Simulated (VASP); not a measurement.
## Ge: single point with PBE

The system is Ge.

```xyz
2
Lattice="1.4881 -2.5947 0.0000 1.4881 2.5947 0.0000 0.0000 0.0000 4.7276" Properties=species:S:1:pos:R:3 pbc="T T T"
Ge    1.4881    0.8643    1.1819
Ge    1.4881   -0.8643    3.5457
```

This isn't the form of Ge at room conditions, which is diamond.

| Item | Value |
| --- | --- |
| Program | VASP 6.6.1 |
| Task | single point |
| Functional | PBE |
| Potentials or basis | VASP PAW PBE potentials, release 64 (Ge_d) |
| Cutoff | 520 eV |
| k mesh | 10 × 10 × 6 |
| Occupations | fermi-dirac, width 0.05 eV |
| Spin | no spin polarisation |
| Further INCAR settings | ALGO = Normal; EDIFF = 1e-07; NBANDS = 21 |

* Pressure: 4.3 GPa
* Band gap on the k mesh: none (metal or under the smearing width)

Stress tensor (GPa, compression positive):
```
3.40 0.00 0.00
0.00 3.61 0.00
0.00 0.00 6.04
```

Levels at points of the mesh, in eV from the Fermi level:
```csv
k point,band 11,band 12,band 13,band 14,band 15,band 16,band 17,band 18
"(0.00, 0.00, 0.00)",-13.36,-7.46,-5.52,6.62,6.74,8.71,8.82,10.13
"(0.50, 0.00, 0.00)",-8.42,-7.09,-2.25,-1.25,-0.87,1.45,2.45,6.44
"(0.50, 0.50, 0.00)",-8.50,-7.14,-2.29,-1.27,-0.94,1.41,2.61,6.58
"(0.00, 0.00, 0.50)",-11.68,-11.68,1.89,1.89,7.77,7.77,7.88,7.88
"(0.50, 0.00, 0.50)",-6.98,-6.98,-4.92,-4.92,4.12,4.12,5.09,5.09
"(0.50, 0.50, 0.50)",-7.05,-7.05,-4.94,-4.94,4.27,4.27,5.11,5.11
```

It took 48 s on 1 thread of Intel(R) Xeon(R) Platinum 8488C (Sapphire Rapids), on a shared host, peak memory 0.2 GiB.
